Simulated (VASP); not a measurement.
Wanted: the native input for a VASP 6.6.1 run.

```
Task                   : single point
Functional             : PBE
Potentials or basis    : VASP PAW PBE potentials, release 64 (Ta_pv, N)
Cutoff                 : 520 eV
k mesh                 : 7 × 7 × 7
Occupations            : gaussian, width 0.05 eV
Spin                   : non-collinear spin, random start, spin-orbit coupling
Starting moments       : [[0.127, -0.25, 0.008], [0.0, 0.0, 0.0]] μB
Further INCAR settings : ALGO = Normal; EDIFF = 1e-06; NBANDS = 28
```

The structure of TaN lies in POSCAR:

```
TaN
1.0
    0.0000000000      2.1790013100      2.1790013100
    2.1790013100      0.0000000000      2.1790013100
    2.1790013100      2.1790013100      0.0000000000
Ta N
1 1
Direct
    0.5000000000      0.5000000000      0.5000000000
    0.0000000000      0.0000000000      0.0000000000
```

The input as run:

INCAR

```
  PREC = Accurate
  ENCUT = 520
  EDIFF = 1E-6
  ISMEAR = 0
  SIGMA = 0.05
  LREAL = F
  LASPH = T
  NELM = 100
  ALGO = Normal
  ISIF = 2
  LWAVE = F
  LCHARG = F
  LNONCOLLINEAR = T
  MAGMOM = 0.127 -0.25 0.008 0 0 0
  LORBIT = 11
  LSORBIT = T
  GGA_COMPAT = F
  LORBMOM = T
  LMAXMIX = 4
  GGA = PE
  NBANDS = 28
```

KPOINTS

```
regular mesh
0
Gamma
  7 7 7
```

Potentials or basis: VASP PAW PBE potentials, release 64 (Ta_pv, N).

Run with:

```bash
$ cat potpaw_PBE.64/Ta_pv/POTCAR potpaw_PBE.64/N/POTCAR > POTCAR
$ mpirun -np 1 vasp_ncl > vasp.out
```

Results of the run:

```json
{
  "Pressure": "16.0 GPa",
  "Net moment": "0.00 μB per cell",
  "Valence electrons inside the program's atomic spheres": "Ta 9.01; N 3.80"
}
```

Caveat: so large a pressure means that the cell lies far from this level's equilibrium, or that cutoff or potentials fall short.

It took 3.4 min on 1 thread of Intel(R) Xeon(R) Platinum 8375C CPU @ 2.90GHz (Ice Lake), with other jobs on the host, peak memory 0.3 GiB.
